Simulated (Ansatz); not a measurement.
The calculation used DFT PBE, scalar-relativistic, plane waves, PAW (Ansatz). All cells share a 420 eV cutoff and Γ-centred k meshes spaced at most about 0.3 Å⁻¹ (2π included). No spin polarisation.

All energies are static (0 K, no zero-point motion).

Compare these two cells of HfSi3O8, each relaxed at this level.

A.

```
CELL_PARAMETERS angstrom
3.76530 -3.83435 0.00000
3.76530 3.83435 0.00000
-0.00611 0.00000 7.59224
ATOMIC_POSITIONS crystal
Hf 0.98008 0.01991 0.00000
Si 0.02348 0.52403 0.26873
Si 0.47597 0.97652 0.73127
Si 0.52262 0.47738 0.50000
O 0.03767 0.81303 0.20631
O 0.53688 0.23941 0.63157
O 0.03087 0.35537 0.08984
O 0.54122 0.74003 0.60632
O 0.64463 0.96913 0.91016
O 0.25997 0.45878 0.39368
O 0.18697 0.96233 0.79369
O 0.76059 0.46312 0.36844
```

B.

```
CELL_PARAMETERS angstrom
5.29550 0.00000 0.00000
-2.62698 4.60676 0.00000
-0.14068 -0.13799 9.10367
ATOMIC_POSITIONS crystal
Hf 0.32128 0.65757 0.93751
Si 0.67943 0.34416 0.43258
Si 0.65085 0.31953 0.08077
Si 0.34929 0.67971 0.54685
O 0.62295 0.00978 0.03297
O 0.52997 0.51163 0.51205
O 0.02809 0.51050 0.46763
O 0.95780 0.58199 0.02285
O 0.31523 0.68600 0.72370
O 0.62612 0.34353 0.25687
O 0.53079 0.01111 0.48825
O 0.38820 0.34449 0.99798
```

Task: Which is lower in energy, and by how much?

Result: They are level within the accuracy (under 1 meV/atom apart). A has space group C2 (No. 5), 18.3 Å³/atom and a gap of 5.11 eV on its mesh; B has space group P1 (No. 1), 18.5 Å³/atom and a gap of 5.02 eV. Counting O atoms around Hf and Si (those within 1.25 times the shortest such distance or 1.15 times the sum of covalent radii, 1.27 where that leaves under three), A and B both have Hf 4, Si 4. Origin: A and B, each invented, then shaken at random and relaxed again. Checks on A: no imaginary mode at Γ (other wave vectors untested).

Spin–orbit coupling, which can matter for Hf, is left out. Kohn–Sham gaps at this level usually fall short of measured ones. Cells relaxed within their symmetry can be saddle points.
